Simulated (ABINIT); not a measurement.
## MgB2: band structure with rPW86PBE

Crystal: MgB2.

```
Mg B
1.0
     3.08500    0.00000    0.00000
    -1.54250    2.67169    0.00000
     0.00000    0.00000    3.52300
Mg B
1 2
Direct
  0.00000 0.00000 0.00000
  0.66667 0.33333 0.50000
  0.33333 0.66667 0.50000
```

| Quantity | Value |
| --- | --- |
| Program | ABINIT 10.8.3 (patched build) |
| Task | band structure |
| Functional | rPW86PBE |
| Potentials or basis | JTH PAW PBE v2.0 |
| Cutoff | 517 eV |
| k mesh | 10 × 10 × 8 |
| Occupations | fermi-dirac, width 0.05 eV |
| Spin | no spin polarisation |
| Fine-grid cutoff | 1034.03 eV |
| Exchange and correlation inside the PAW spheres | full angular mesh (pawxcdev 0, this build's default; the released program takes 1) |

```yaml
Pressure: -0.2 GPa
Band_gap_on_the_k_mesh: none (metal or under the smearing width)
```

Stress tensor (GPa, compression positive):
```
-0.44  0.00  0.00
 0.00 -0.44  0.00
 0.00  0.00  0.17
```

Levels at the corners of the path, in eV from the Fermi level:
```csv
point,band 6,band 7,band 8,band 9,band 10,band 11
Γ,-2.95,0.30,0.30,1.70,6.30,6.30
M,-7.79,-2.20,0.17,3.04,3.99,5.37
K,-7.27,-5.78,1.75,1.75,6.21,6.21
Γ,-2.95,0.30,0.30,1.70,6.30,6.30
A,-7.39,0.66,0.66,6.65,6.65,7.87
L,-6.87,-3.52,-1.92,-1.28,5.77,8.70
H,-6.40,-5.10,-1.98,-1.98,3.55,11.78
A,-7.39,0.66,0.66,6.65,6.65,7.87
```

Run time: 26 s on 1 thread of Intel(R) Xeon(R) 6975P-C (Granite Rapids), on a shared host, peak memory 0.11 GiB.

Caveat: the PAW data sets were made with another functional, which shifts forces and pressure a little; the atomic spheres overlap.
